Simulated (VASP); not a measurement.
Write the native input for VASP 6.6.1 that does the following.

```
Task                   : core levels
Functional             : PBE
Potentials or basis    : VASP PAW PBE potentials, release 64 (In_d, P)
Cutoff                 : 520 eV
k mesh                 : 8 × 8 × 8
Occupations            : gaussian, width 0.02 eV
Spin                   : no spin polarisation
Further INCAR settings : ALGO = Fast; EDIFF = 1e-07
```

The structure of InP lies in POSCAR:

```
InP
1.0
    0.0000000000      2.7688340000      2.7688340000
    2.7688340000      0.0000000000      2.7688340000
    2.7688340000      2.7688340000      0.0000000000
In P
1 1
Direct
    0.0000000000      0.0000000000      0.0000000000
    0.5000000000      0.5000000000      0.5000000000
```

Measurements of this composition are mostly on another form, of space group No. 216.

The input as run:

INCAR

```
PREC     = Accurate       # precision mode
ENCUT    = 520            # plane-wave cutoff, eV
EDIFF    = 1E-7           # SCF threshold, eV
ISMEAR   = 0              # smearing method
SIGMA    = 0.02           # smearing width, eV
LREAL    = False          # projectors in reciprocal space
LASPH    = True           # aspherical terms in the spheres
NELM     = 80             # most SCF steps
ALGO     = Fast           # electronic algorithm
ISIF     = 2              # what is computed and relaxed
LWAVE    = False          # write WAVECAR
LCHARG   = False          # write CHGCAR
GGA      = PE             # functional
ICORELEVEL= 1
```

KPOINTS

```
Automatic mesh
0
Gamma
  8 8 8
```

Potentials or basis: VASP PAW PBE potentials, release 64 (In_d, P).

Launch:

```sh
$ cat potpaw_PBE.64/In_d/POTCAR potpaw_PBE.64/P/POTCAR > POTCAR
$ mpirun -np 1 vasp_std > vasp.out
```

Results of the run:

| Item | Value |
| --- | --- |
| Pressure | -0.1 GPa |
| Band gap on the k mesh | none (metal or under the smearing width) |

Wall time 33 s on 1 thread of Intel(R) Xeon(R) Platinum 8559C (Emerald Rapids), on a shared host, peak memory 0.16 GiB.
